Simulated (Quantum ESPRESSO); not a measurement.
**AlCu under changes of volume**

One of the cells (13.466 Å³/atom); the others are scaled copies at fixed shape and fractional positions:

```
Cu Al
1.0
     2.99751    0.00000    0.00000
     0.00000    2.99751    0.00000
     0.00000    0.00000    2.99751
Cu Al
1 1
Cartesian
  1.4988 1.4988 1.4988
  0.0000 0.0000 0.0000
```

The cell comes from a database or a generator and needn't be the stable form of this composition.

* Program: Quantum ESPRESSO 7.5
* Functional: LDA
* Potentials or basis: GBRV 1.5 LDA
* Cutoff: 762 eV
* Density cutoff: 6095 eV
* k mesh: 9 × 9 × 9
* Occupations: fermi-dirac, width 0.05 eV
* Spin: no spin polarisation

```tsv
volume (Å³/atom)	energy over the lowest point (meV/atom)	pressure (GPa)
12.658	0.00	-1.5
12.928	4.50	-4.2
13.197	13.06	-6.5
13.466	25.21	-8.5
13.736	?	?
14.005	58.76	-11.8
14.274	79.46	-13.3
```

Problem. What does the run at 13.736 Å³/atom give?

Solution. Energy over the lowest point 40.59 meV/atom; pressure -10.3 GPa.

Worked out: A Birch-Murnaghan fit of order 3 (a polynomial in V^(-2/3)) to the other rows has its minimum at 12.53 Å³/atom, just outside them, with B0 = V·E''(V) = 134 GPa and B' = 4.5. It gives 40.60 meV/atom at 13.736 Å³/atom, against the run's 40.59, and -dE/dV = -10.0 GPa, against -10.3.

Energies are extrapolated to zero smearing.
